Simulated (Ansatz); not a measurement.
CsCl, DFT, PBE, all-electron LAPW, scalar-relativistic (Ansatz 0.2.0), run on 1 thread of Arm Neoverse V1 on a shared host.

The cell is COD entry 9008789, as deposited and not checked against the literature; nothing was relaxed. The listed cell was then made from it by scaling, straining or moving an atom.

Command: `ansatz run input.yaml --threads 1 --pin off --max-ram 2048MiB --backend cpu --events-out ev --progress --plain --runs-dir out`

```yaml
crystal:
  lattice:
    - [4.0924210861, 0.0, 0.0]
    - [0.0, 4.0924210861, 0.0]
    - [0.0, 0.0, 4.184845]
  atoms:
    - { symbol: Cs, position: [0.0, 0.0, 0.0] }
    - { symbol: Cl, position: [0.5, 0.5, 0.5] }
kpoints:
  mp_grid: { grid: [6, 6, 6] }
scf:
  occupations: { method: fermi_dirac, width: 0.03 }
hamiltonian:
  xc: pbe
  pseudopotentials: { kind: all_electron, lapw: { basis_error: 0.001 } }
output:
  forces: true
  stress: true
  eigenvalues: true
```

(1) How large is the problem that the program sets up?

(2) About how long does it take, and how much memory does it use?

(3) And the same cell and mesh by frozen-core PAW, asked for forces, stress, eigenvalues, efg, on the same hardware?

(4) And the same cell and mesh by all-electron PAW (datasets made for this crystal), asked for forces, stress, eigenvalues, efg, on the same hardware?

## Answers

(1) 40 irreducible k-points, 179 plane waves at Γ, 24 bands.

(2) 7.1 s of wall time for 8 SCF iterations, with a peak of 0.27 GiB. Times on shared machines scatter by tens of per cent.

(3) 4 s, peak memory 0.38 GiB.

(4) 5.3 s, peak memory 0.4 GiB.
